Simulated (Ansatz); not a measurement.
## Polarity and tunnelling in Mg/AlN/Zr

Wanted: the change of resistance of Mg/AlN/Zr with the barrier's polarity. The lower electrode is Mg hcp(0001), the upper one Zr hcp(0001); the barrier is AlN zinc blende(111) (whole bilayers). In the first transport cell, after relaxation, the nearest pair of electrode and barrier is Mg–N at 2.43 Å, at a slant, at the lower face and Zr–Al at 3.28 Å, at a slant, at the upper one. All share a net of side 3.111 Å, which strains the lower electrode by -2.5 %, the upper one by -3.7 % and the barrier by +0.0 %, against typed lattice constants near PBE's. The first steps treat the bulk electrodes alone.

Calculated with Ansatz 0.2.0; PBE DFT, plane waves, PAW files, in the first sound run; inputs show where later runs differ.

### 1. Starting point

Symmetry: P6_3/mmc, No. 194, hexagonal system. The conventional cell has a = 3.111 Å, b = 3.111 Å, c = 5.280 Å, α = 90.00°, β = 90.00°, γ = 120.00°. Mg has 12 Mg at 3.11 to 3.19 Å nearest.

### 2. Layer spacing of the electrode, electrode Mg hcp(0001)

The electrode is held to the junction's net and relaxed along the normal; its spacing is used for the ideal lead layers.

The input, input.yaml:

```yaml
crystal:
  lattice:
    - [3.111, 0.0, 0.0]
    - [-1.5555, 2.6942050312, 0.0]
    - [0.0, 0.0, 5.2799708464]
  atoms:
    - { symbol: Mg, position: [0.0, 0.0, 0.0] }
    - { symbol: Mg, position: [0.3333333333, 0.6666666667, 0.5] }
kpoints:
  mp_grid: { grid: [12, 12, 6] }
scf:
  occupations: { method: fermi_dirac, width: 0.1 }
  max_iter: 150
hamiltonian:
  xc: pbe
relax:
  f_tol: 0.01
  max_steps: 40
  cell: { fix: [a, b, angles] }
```

Started as:

```console
ansatz run input.yaml --threads 4 --pin off --max-ram 12288MiB --backend cpu --events-out ev --progress --plain --runs-dir out
```

Numbers of over 12 decimals in the logs are rounded to 6 here.

Log:

```text
Engine: ansatz 0.2.0, aarch64-unknown-linux-gnu
Pseudopotentials: kind: paw
Pseudopotential: Mg, paw, valence charge 10, recommended cutoff 420 eV (normal), Mg.paw.azcp
Functional definition: PBE
  parameter kappa = 0.804
  parameter beta = 0.066725
  exchange = pbe_x(kappa = kappa, mu = beta*pi^2/3)
  correlation = pbe_c(beta = beta)
Crystal: 2 atoms, lattice volume = 44.255 Å³
Basis set: ecut = 420 eV, 881 PW (Γ), exchange–correlation on 48×48×72 points (8 copies of the dense FFT grid, shifted against one another)
Bands: 14, of which v1, the nominal top of the filled ones, is band 10 counted from 1 (9 counted from 0)
Symmetry: 24 space group operations
Space group: P63/mmc (ITA 194), of the structure as read, at distance tolerance 3.5e-5 Å
k-points: 76 of 864
Non-local potential: Mg, projectors of the file, l = 0: 3, l = 1: 2, l = 2: 1
PAW form: soft (Blöchl's): semilocal exchange-correlation on the pseudo side does not see the compensation charge
PAW one-centre angular grid: Mg, 110 points (default); XC on 64 Gauss nodes
Initial density: superposition of atomic densities (neutral atoms: chi_scale 0, normalization atom), corrected by the library's trained network
Initial wavefunctions: pseudopotential atomic-orbital guess
Functional: x = pbe(κ = 0.804, μ = 0.219515), c = pbe(β = 0.066725)
SCF iter   1: F=—  HF=-3847.597066 eV  |F-HF|=—  |Δ(HF+E_count)|=         —  Δρ=7.48e-4  dr2=2.71e-4  ethr=1.77e-3  ⟨swp⟩=5.1  Hψ=5335  notcnv=0
preconditioner: auto → Kerker (q_TF=auto, 2.390 Å⁻¹)  [metal: Δε(μ)=0.053 eV  Ē_g=7.097 eV  σ=0.100 eV  W_gap=0.13  n_scr=10 (ndim 8)  ℏωp=11.2 eV  f_vac=0.000  D(μ)=0.97/eV (n_scr^D=2)]
SCF iter   2: F=—  HF=-3847.596732 eV  |F-HF|=—  |Δ(HF+E_count)|=   3.35e-4  Δρ=4.60e-4  dr2=9.89e-5  ethr=1.35e-6  ⟨swp⟩=2.2  Hψ=2274  notcnv=0
SCF iter   3: F=—  HF=-3847.596791 eV  |F-HF|=—  |Δ(HF+E_count)|=   5.92e-5  Δρ=2.02e-4  dr2=1.52e-5  ethr=4.94e-7  ⟨swp⟩=2.1  Hψ=1833  notcnv=0
SCF iter   4: F=—  HF=-3847.596785 eV  |F-HF|=—  |Δ(HF+E_count)|=   5.37e-6  Δρ=9.42e-5  dr2=2.73e-6  ethr=7.59e-8  ⟨swp⟩=2.0  Hψ=1813  notcnv=0
SCF iter   5: F=—  HF=-3847.596784 eV  |F-HF|=—  |Δ(HF+E_count)|=   1.46e-6  Δρ=3.69e-5  dr2=2.90e-7  ethr=1.37e-8  ⟨swp⟩=2.0  Hψ=1816  notcnv=0
SCF iter   6: F=-3847.596784 eV  HF=-3847.596784 eV  |F-HF|=1.70e-9  |Δ(HF+E_count)|=   1.90e-7  Δρ=4.15e-6  dr2=5.22e-9  ethr=5.00e-10  ⟨swp⟩=4.0  Hψ=3081  notcnv=0
SCF 1 converged in 6 iterations: F = -3847.596784 eV  dr2 = 5.22e-9
  greatest PAW one-centre occupation: 1.000 electrons in one spin orbital (limit 2), on the Mg atom at site 1 (counted from 0), in its partial waves of l = 0
relax step   1: F+E_penalty+E_count = -3847.59678373 eV  Δ(F+E_penalty+E_count) = +0.000e0 eV  max|allowed force component| = 3.701e-17 eV/Å  Δτ_max = 0.0000 Å  P = +1.572 GPa  Ω = 44.255 Å³  fix = [a, b, alpha, beta, gamma]  reactions: a +2.770, b +2.770 GPa  (6 SCF iters, dr2 threshold 1.00e-7 eV, accepted)
Crystal: 2 atoms, lattice volume = 43.910 Å³
Initial density: handed on by an earlier stage of this run
Initial wavefunctions: those handed on with the density
iter 1 solved again at ethr=1.10e-7 eV; its pass at ethr=3.10e-3 eV (dr2=2.20e-5 eV) is discarded
SCF iter   1: F=—  HF=-3847.598060 eV  |F-HF|=—  |Δ(HF+E_count)|=         —  Δρ=1.99e-4  dr2=2.57e-5  ethr=1.10e-7  ⟨swp⟩=2.9  Hψ=7864  notcnv=0
preconditioner: auto → none  [metal: Δε(μ)=0.006 eV  Ē_g=7.128 eV  σ=0.100 eV  W_gap=0.02  n_scr=8 (ndim 8)  ℏωp=11.2 eV  f_vac=0.000  D(μ)=0.91/eV (n_scr^D=2)]
SCF iter   2: F=—  HF=-3847.598082 eV  |F-HF|=—  |Δ(HF+E_count)|=   2.17e-5  Δρ=8.80e-5  dr2=4.99e-6  ethr=1.10e-7  ⟨swp⟩=1.0  Hψ=1064  notcnv=0
SCF iter   3: F=-3847.598080 eV  HF=-3847.598080 eV  |F-HF|=1.05e-9  |Δ(HF+E_count)|=   2.27e-6  Δρ=3.34e-6  dr2=4.09e-9  ethr=1.00e-9  ⟨swp⟩=3.9  Hψ=4130  notcnv=0
SCF 2 converged in 3 iterations: F = -3847.598080 eV  dr2 = 4.09e-9
relax step   2: F+E_penalty+E_count = -3847.59807988 eV  Δ(F+E_penalty+E_count) = -1.296e-3 eV  max|allowed force component| = 5.551e-17 eV/Å  Δτ_max = 0.0000 Å  P = +1.858 GPa  Ω = 43.910 Å³  energy of the carried Pulay correction = +7.478e-6 eV  fix = [a, b, alpha, beta, gamma]  reactions: a +2.963, b +2.963 GPa  (3 SCF iters, dr2 threshold 2.00e-7 eV, accepted)
Crystal: 2 atoms, lattice volume = 43.652 Å³
Basis set: ecut = 420 eV, 869 PW (Γ), exchange–correlation on 48×48×72 points (8 copies of the dense FFT grid, shifted against one another)
iter 1 solved again at ethr=4.90e-8 eV; its pass at ethr=3.10e-3 eV (dr2=9.81e-6 eV) is discarded
SCF iter   1: F=—  HF=-3847.598298 eV  |F-HF|=—  |Δ(HF+E_count)|=         —  Δρ=1.33e-4  dr2=1.12e-5  ethr=4.90e-8  ⟨swp⟩=3.2  Hψ=7983  notcnv=0
preconditioner: auto → none  [metal: Δε(μ)=0.024 eV  Ē_g=7.146 eV  σ=0.100 eV  W_gap=0.06  n_scr=8 (ndim 8)  ℏωp=11.2 eV  f_vac=0.000  D(μ)=0.87/eV (n_scr^D=2)]
SCF iter   2: F=—  HF=-3847.598313 eV  |F-HF|=—  |Δ(HF+E_count)|=   1.51e-5  Δρ=5.99e-5  dr2=2.21e-6  ethr=4.90e-8  ⟨swp⟩=1.0  Hψ=1064  notcnv=0
SCF iter   3: F=-3847.598312 eV  HF=-3847.598312 eV  |F-HF|=3.99e-10  |Δ(HF+E_count)|=   1.22e-6  Δρ=2.50e-6  dr2=2.34e-9  ethr=1.00e-9  ⟨swp⟩=3.8  Hψ=4115  notcnv=0
SCF 3 converged in 3 iterations: F = -3847.598312 eV  dr2 = 2.34e-9
relax step   3: F+E_penalty+E_count = -3847.59831153 eV  Δ(F+E_penalty+E_count) = -2.316e-4 eV  max|allowed force component| = 6.476e-17 eV/Å  Δτ_max = 0.0000 Å  P = +2.086 GPa  Ω = 43.652 Å³  energy of the carried Pulay correction = +1.309e-5 eV  fix = [a, b, alpha, beta, gamma]  reactions: a +3.088, b +3.088 GPa  (3 SCF iters, dr2 threshold 2.00e-7 eV, accepted)
[...]
relax step   4: F+E_penalty+E_count = -3847.59832218 eV  Δ(F+E_penalty+E_count) = -1.066e-5 eV  max|allowed force component| = 1.133e-16 eV/Å  Δτ_max = 0.0000 Å  P = +2.042 GPa  Ω = 43.701 Å³  energy of the carried Pulay correction = +1.202e-5 eV  fix = [a, b, alpha, beta, gamma]  reactions: a +3.066, b +3.066 GPa  (3 SCF iters, dr2 threshold 1.70e-8 eV, accepted)
Initial wavefunctions: pseudopotential atomic-orbital guess (no wavefunctions were taken with the density)
iter 1 solved again at ethr=3.44e-8 eV; its pass at ethr=3.10e-3 eV (dr2=6.88e-6 eV) is discarded
SCF iter   1: F=—  HF=-3847.598288 eV  |F-HF|=—  |Δ(HF+E_count)|=         —  Δρ=3.58e-6  dr2=8.94e-10  ethr=3.44e-8  ⟨swp⟩=3.2  Hψ=8143  notcnv=0
SCF iter   2: F=—  HF=-3847.598310 eV  |F-HF|=—  |Δ(HF+E_count)|=   2.19e-5  Δρ=2.25e-6  dr2=3.53e-10  ethr=4.47e-12  ⟨swp⟩=3.1  Hψ=2397  notcnv=0
SCF iter   3: F=—  HF=-3847.598310 eV  |F-HF|=—  |Δ(HF+E_count)|=  6.21e-10  Δρ=8.31e-7  dr2=4.99e-11  ethr=1.76e-12  ⟨swp⟩=2.7  Hψ=2061  notcnv=0
SCF iter   4: F=-3847.598310 eV  HF=-3847.598310 eV  |F-HF|=1.36e-12  |Δ(HF+E_count)|=  1.70e-10  Δρ=6.72e-8  dr2=4.77e-13  ethr=1.00e-12  ⟨swp⟩=5.3  Hψ=3914  notcnv=0
SCF 5 converged in 4 iterations: F = -3847.598310 eV  dr2 = 4.77e-13
relax step   5: F+E_penalty+E_count = -3847.59831028 eV  Δ(F+E_penalty+E_count) = +1.190e-5 eV  max|allowed force component| = 1.156e-16 eV/Å  Δτ_max = 0.0000 Å  P = +2.042 GPa  Ω = 43.701 Å³  fix = [a, b, alpha, beta, gamma]  reactions: a +3.066, b +3.066 GPa  stress off target by 5.23e-3 GPa on what of the cell is left free  SCF on the basis re-selected at this cell (its energy is not comparable with the rows above)  (4 SCF iters)
basis re-selected at this cell: Δ(F+E_penalty+E_count) = +1.190e-5 eV, ΔP = +0.000 GPa vs the last step (what re-selecting the basis moved, of the pressure what is left beyond the Pulay correction that the steps carried, after the strain that the cell walked since its last selection, with what the two solves' SCF thresholds leave and, on support functions, any second-order correction that the steps lacked; it is no m [...]
SCF converged after 4 iterations
Free energy (F): -3847.598310 eV
Harris-Foulkes:  -3847.598310 eV  (|F-HF|=1.36e-12)
Internal energy: -3847.570096 eV  (E = F + TS)
E sigma→0 (E₀):  -3847.584203 eV
Entropy (-TS):   -0.028215 eV (-14.107 meV/atom)
Fermi energy:    6.062881 eV
--- Per-component energies (eV) ---
  E_band       = -705.766525
  E_kinetic    = 150.349454
  E_local      = -3201.925856  (includes V_loc(G=0)·N_el)
  E_nonlocal   = 191.376976
  E_hartree    = 1142.108490
  E_xc         = -57.235084
  E_vxc        = -73.853543  (∫ρ·V_xc dr)
  E_paw        = -584.767863  (= ΣΔE_a)
  E_vpaw       = -55.930539  (= ΣTr[D̂ρ^β])
  E_aug_tail   = -0.000006  (compensation charges beyond the density's cutoff)
  E_ewald      = -1487.476207
  E_smearing   = -0.028215  (= −TS)
  E_closure    = 0.000000  (closes the sum)
  Σ components = -3847.598310   (vs F -3847.598310, Δ=0.00e0)
--- Forces (eV/Å), atoms counted from 1 ---
  atom   1  Mg     0.00000000     0.00000000     0.00000000
  atom   2  Mg     0.00000000    -0.00000000    -0.00000000
  max |Σ_I F_I| component: 4.63e-18 eV/Å
--- Stress (GPa, compression-positive) ---
        3.065952       0.000000       0.000000
        0.000000       3.065952       0.000000
        0.000000       0.000000      -0.005230
  P = ⅓ Tr σ = 2.0422 GPa (20.422 kbar)
--- Relaxed structure (4 steps of the walk, 4 accepted, 1 SCFs on fresh bases) ---
  F+E_penalty+E_count = -3847.59831028 eV   max|allowed force component| = 1.156e-16 eV/Å   (the final SCF, on the basis selected at the relaxed cell)
  cell:  # Å, volume = 43.7010 Å³
    - [3.111000, 0, 0]
    - [-1.555500, 2.694205, 0]
    - [0, 0, 5.213870]
  atoms:
    - { symbol: Mg, position: [9.251858539620017e-18, -5.088522196306341e-17, 0] }
    - { symbol: Mg, position: [0.333333, 0.666667, 0.5] }
```

The job ended after 2.5 s (4 threads of Arm Neoverse V1, shared host; peak memory 0.33 GiB; 8.7 s of CPU time).

Relaxation path:

```tsv
step	energy less that of the first step (eV)	largest force component (eV/Å)	pressure (GPa)	volume (Å³)
1	0.0000	0.0000	1.57	44.25
2	-0.0013	0.0000	1.86	43.91
3	-0.0015	0.0000	2.09	43.65
4	-0.0015	0.0000	2.04	43.70
5*	-0.0015	0.0000	2.04	43.70
```

Relaxation steps marked * repeat the geometry before them on a plane-wave basis chosen anew for their cell, so energy and pressure can jump there.

The run keeps the 24 symmetry operations that it works with, so distortions that break them were not tested.

```tsv
conventional cell, symmetrised	before	after	change
a (Å)	3.111	3.111	+0.0 %
b (Å)	3.111	3.111	+0.0 %
c (Å)	5.280	5.214	-1.3 %
volume (Å³/atom)	22.13	21.85	-1.3 %
```

The relaxed structure:

```xyz
2
Lattice="3.1110 0.0000 0.0000 -1.5555 2.6942 0.0000 0.0000 0.0000 5.2139" Properties=species:S:1:pos:R:3 pbc="T T T"
Mg    0.0000    0.0000    0.0000
Mg    0.0000    1.7961    2.6069
```

This step gave:

| Item | Value |
| --- | --- |
| free energy | -3847.5983 eV |
| Fermi energy | 6.063 eV |
| pressure | 2.042 GPa |

The cell shrank by 1.3 % in volume.

### 3. Layer spacing of the electrode, electrode Zr hcp(0001)

System of this step: Zr. The structure is hexagonal, space group P6_3/mmc (No. 194). Conventional cell: a = 3.111 Å, b = 3.111 Å, c = 5.303 Å, α = 90.00°, β = 90.00°, γ = 120.00°. Nearest to Zr lie 12 Zr at 3.11 to 3.20 Å.

The electrode is held to the junction's net and relaxed along the normal; its spacing is used for the ideal lead layers.

input.yaml, the sections that differ from step 2:

```yaml
crystal:
  lattice:
    - [3.111, 0.0, 0.0]
    - [-1.5555, 2.6942050312, 0.0]
    - [0.0, 0.0, 5.3033315789]
  atoms:
    - { symbol: Zr, position: [0.0, 0.0, 0.0] }
    - { symbol: Zr, position: [0.3333333333, 0.6666666667, 0.5] }
# kpoints, scf, hamiltonian, relax: as in step 2
```

Log:

```text
[...]
Crystal: 2 atoms, lattice volume = 44.451 Å³
Basis set: ecut = 420 eV, 881 PW (Γ), exchange–correlation on 48×48×72 points (8 copies of the dense FFT grid, shifted against one another)
Bands: 16, of which v1, the nominal top of the filled ones, is band 12 counted from 1 (11 counted from 0)
Symmetry: 24 space group operations
[...]
k-points: 76 of 864
[...]
SCF iter   1: F=—  HF=-8367.641135 eV  |F-HF|=—  |Δ(HF+E_count)|=         —  Δρ=2.59e-3  dr2=1.06e-3  ethr=1.77e-3  ⟨swp⟩=4.8  Hψ=5164  notcnv=0
[...]
SCF iter   6: F=-8367.640658 eV  HF=-8367.640658 eV  |F-HF|=2.02e-9  |Δ(HF+E_count)|=   5.16e-9  Δρ=4.27e-6  dr2=4.54e-9  ethr=3.06e-10  ⟨swp⟩=2.0  Hψ=4605  notcnv=0
SCF 1 converged in 6 iterations: F = -8367.640658 eV  dr2 = 4.54e-9
[...]
relax step   1: F+E_penalty+E_count = -8367.64065845 eV  Δ(F+E_penalty+E_count) = +0.000e0 eV  max|allowed force component| = 7.864e-17 eV/Å  Δτ_max = 0.0000 Å  P = +4.839 GPa  Ω = 44.451 Å³  fix = [a, b, alpha, beta, gamma]  reactions: a +6.370, b +6.370 GPa  (6 SCF iters, dr2 threshold 1.00e-7 eV, accepted)
Crystal: 2 atoms, lattice volume = 45.202 Å³
Basis set: ecut = 420 eV, 895 PW (Γ), exchange–correlation on 48×48×72 points (8 copies of the dense FFT grid, shifted against one another)
[...]
SCF iter   6: F=-8367.642992 eV  HF=-8367.642992 eV  |F-HF|=1.09e-11  |Δ(HF+E_count)|=  6.48e-10  Δρ=3.61e-7  dr2=3.82e-11  ethr=4.28e-12  ⟨swp⟩=1.2  Hψ=3591  notcnv=0
SCF 2 converged in 6 iterations: F = -8367.642992 eV  dr2 = 3.82e-11
relax step   2: F+E_penalty+E_count = -8367.64299227 eV  Δ(F+E_penalty+E_count) = -2.334e-3 eV  max|allowed force component| = 1.099e-16 eV/Å  Δτ_max = 0.0000 Å  P = +3.010 GPa  Ω = 45.202 Å³  energy of the carried Pulay correction = -9.168e-5 eV  fix = [a, b, alpha, beta, gamma]  reactions: a +4.858, b +4.858 GPa  (6 SCF iters, dr2 threshold 2.00e-7 eV, accepted)
Crystal: 2 atoms, lattice volume = 44.993 Å³
Basis set: ecut = 420 eV, 893 PW (Γ), exchange–correlation on 48×48×72 points (8 copies of the dense FFT grid, shifted against one another)
[...]
SCF iter   3: F=-8367.643491 eV  HF=-8367.643491 eV  |F-HF|=1.44e-8  |Δ(HF+E_count)|=   4.03e-6  Δρ=1.93e-5  dr2=1.46e-7  ethr=8.33e-10  ⟨swp⟩=3.2  Hψ=4973  notcnv=0
SCF 3 converged in 3 iterations: F = -8367.643491 eV  dr2 = 1.46e-7
relax step   3: F+E_penalty+E_count = -8367.64349057 eV  Δ(F+E_penalty+E_count) = -4.983e-4 eV  max|allowed force component| = 7.864e-17 eV/Å  Δτ_max = 0.0000 Å  P = +3.503 GPa  Ω = 44.993 Å³  energy of the carried Pulay correction = -6.629e-5 eV  fix = [a, b, alpha, beta, gamma]  reactions: a +5.272, b +5.272 GPa  (3 SCF iters, dr2 threshold 2.00e-7 eV, accepted)
[...]
SCF iter   4: F=-8367.643559 eV  HF=-8367.643559 eV  |F-HF|=5.46e-12  |Δ(HF+E_count)|=   2.03e-9  Δρ=2.44e-7  dr2=1.10e-11  ethr=1.00e-12  ⟨swp⟩=4.1  Hψ=6436  notcnv=0
SCF 4 converged in 4 iterations: F = -8367.643559 eV  dr2 = 1.10e-11
relax step   4: F+E_penalty+E_count = -8367.64355881 eV  Δ(F+E_penalty+E_count) = -6.824e-5 eV  max|allowed force component| = 8.789e-17 eV/Å  Δτ_max = 0.0000 Å  P = +3.504 GPa  Ω = 44.993 Å³  fix = [a, b, alpha, beta, gamma]  reactions: a +5.272, b +5.272 GPa  stress off target by 3.24e-2 GPa on what of the cell is left free  SCF on the basis re-selected at this cell (its energy is not comparable with the rows above)  (4 SCF iters)
basis re-selected at this cell: Δ(F+E_penalty+E_count) = -6.824e-5 eV, ΔP = +0.000 GPa vs the last step (what re-selecting the basis moved, of the pressure what is left beyond the Pulay correction that the steps carried, after the strain that the cell walked since its last selection, with what the two solves' SCF thresholds leave and, on support functions, any second-order correction that the steps lacked; it is no m [...]
SCF converged after 4 iterations
Free energy (F): -8367.643559 eV
[...]
Internal energy: -8367.563502 eV  (E = F + TS)
E sigma→0 (E₀):  -8367.603530 eV
Entropy (-TS):   -0.080057 eV (-40.029 meV/atom)
Fermi energy:    14.502216 eV
[...]
--- Stress (GPa, compression-positive) ---
        5.271896       0.000000       0.000000
        0.000000       5.271896       0.000000
        0.000000       0.000000      -0.032394
  P = ⅓ Tr σ = 3.5038 GPa (35.038 kbar)
--- Relaxed structure (3 steps of the walk, 3 accepted, 1 SCFs on fresh bases) ---
[...]
cell:  # Å, volume = 44.9927 Å³
    - [3.111000, 0, 0.0]
    - [-1.555500, 2.694205, 0.0]
    - [0.0, 0.0, 5.367990]
  atoms:
    - { symbol: Zr, position: [9.25185853962002e-18, -5.0885221963063406e-17, 0.0] }
    - { symbol: Zr, position: [0.333333, 0.666667, 0.5] }
```

Elapsed: 3 s, on 4 threads; peak memory 0.37 GiB.

Step by step:

```tsv
step	energy less that of the first step (eV)	largest force component (eV/Å)	pressure (GPa)	volume (Å³)
1	0.0000	0.0000	4.84	44.45
2	-0.0023	0.0000	3.01	45.20
3	-0.0028	0.0000	3.50	44.99
4*	-0.0029	0.0000	3.50	44.99
```

Relaxation steps marked * repeat the geometry before them on a plane-wave basis chosen anew for their cell, so energy and pressure can jump there.

Forces are held to the 24 operations that the run works with; a distortion that breaks them can't arise in this run.

```tsv
conventional cell, symmetrised	before	after	change
a (Å)	3.111	3.111	+0.0 %
b (Å)	3.111	3.111	+0.0 %
c (Å)	5.303	5.368	+1.2 %
volume (Å³/atom)	22.23	22.50	+1.2 %
```

Final coordinates:

```xyz
2
Lattice="3.1110 0.0000 0.0000 -1.5555 2.6942 0.0000 0.0000 0.0000 5.3680" Properties=species:S:1:pos:R:3 pbc="T T T"
Zr    0.0000    0.0000    0.0000
Zr    0.0000    1.7961    2.6840
```

This step gave:

```
free energy  : -8367.6436 eV
Fermi energy : 14.50 eV
pressure     : 3.504 GPa
```

(Part 1 of 6 ends here.)

[Logs are printed without paths, hosts, clocks, repeated set-up lines and the standing remarks that a program may print on its own settings, such as how far it seeks lower states.]

[Hosts, paths, dates, database ids (printed as entryN), source tags and the programs' standing remarks are cut or masked in the printed files.]
